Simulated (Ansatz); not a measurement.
Orbital-resolved density of states of SnO2

```yaml
crystal:
  lattice:
    - [0.00000, 2.57171, 2.57171]
    - [2.57171, 0.00000, 2.57171]
    - [2.57171, 2.57171, 0.00000]
  atoms:
    - { symbol: Sn, position: [0.00000, 0.00000, 0.00000] }
    - { symbol: O, position: [0.25000, 0.25000, 0.25000] }
    - { symbol: O, position: [0.75000, 0.75000, 0.75000] }
```

Atoms are numbered in the order listed.

The cell was built from the fluorite type and relaxed in the same program, and has space group Fm-3m; it needn't be a known or the stable phase.

No spin–orbit coupling, which matters for the heavy atoms here.

These are results of Ansatz 0.2.0, DFT, PBE, all-electron LAPW, scalar-relativistic, not measurements.

The runs use a Γ-centred 11×11×11 k mesh, Fermi–Dirac smearing of 0.05 eV, basis error target 1 meV/atom, no spin polarisation.

States per eV for one atom of each kind, in 0.4 eV bins named by their centres, from the Fermi level, projected on a minimal set of Löwdin-orthogonalised atomic shells; orbitals are real harmonics on the Cartesian axes, equal curves share a column, and empty bins are left out, as is all above 6.5 eV, near the top of the computed bands.

Sn1 5p:

```
# E all pz=px=py
-7.5 0.01 0.00
-7.1 0.01 0.00
-6.7 0.01 0.00
-6.3 0.01 0.00
-5.9 0.04 0.01
-5.5 0.25 0.08
-5.1 0.31 0.10
-4.7 0.30 0.10
-4.3 0.29 0.10
-3.9 0.33 0.11
-3.5 0.28 0.09
-3.1 0.17 0.06
-2.7 0.14 0.05
-2.3 0.08 0.03
-1.9 0.07 0.02
-1.5 0.06 0.02
-1.1 0.04 0.01
-0.7 0.02 0.01
2.1 0.01 0.00
2.5 0.01 0.00
2.9 0.01 0.00
3.3 0.01 0.00
5.7 0.09 0.03
6.1 0.25 0.08
```

O2 2p:

```
# E all pz=px=py
-8.3 0.04 0.01
-7.9 0.25 0.08
-7.5 0.22 0.07
-7.1 0.19 0.06
-6.7 0.17 0.06
-6.3 0.16 0.05
-5.9 0.17 0.06
-5.5 0.45 0.15
-5.1 0.59 0.20
-4.7 0.61 0.20
-4.3 0.67 0.22
-3.9 0.83 0.28
-3.5 0.79 0.26
-3.1 0.58 0.19
-2.7 0.61 0.20
-2.3 0.49 0.16
-1.9 0.91 0.30
-1.5 1.03 0.34
-1.1 1.26 0.42
-0.7 1.49 0.50
-0.3 0.74 0.25
0.9 0.01 0.00
1.3 0.01 0.00
1.7 0.02 0.01
2.1 0.02 0.01
2.5 0.04 0.01
2.9 0.09 0.03
3.3 0.19 0.06
3.7 0.29 0.10
4.1 0.41 0.14
6.1 0.01 0.00
```

Sn1 5s:

```
# E all
-8.3 0.05
-7.9 0.38
-7.5 0.33
-7.1 0.28
-6.7 0.24
-6.3 0.21
-5.9 0.14
-5.5 0.09
-5.1 0.06
-4.7 0.04
-4.3 0.03
-3.9 0.02
-3.5 0.02
-3.1 0.02
-2.7 0.02
-2.3 0.01
0.5 0.01
0.9 0.01
1.3 0.02
1.7 0.03
2.1 0.05
2.5 0.08
2.9 0.20
3.3 0.44
3.7 0.66
4.1 0.92
5.7 0.01
6.1 0.02
```
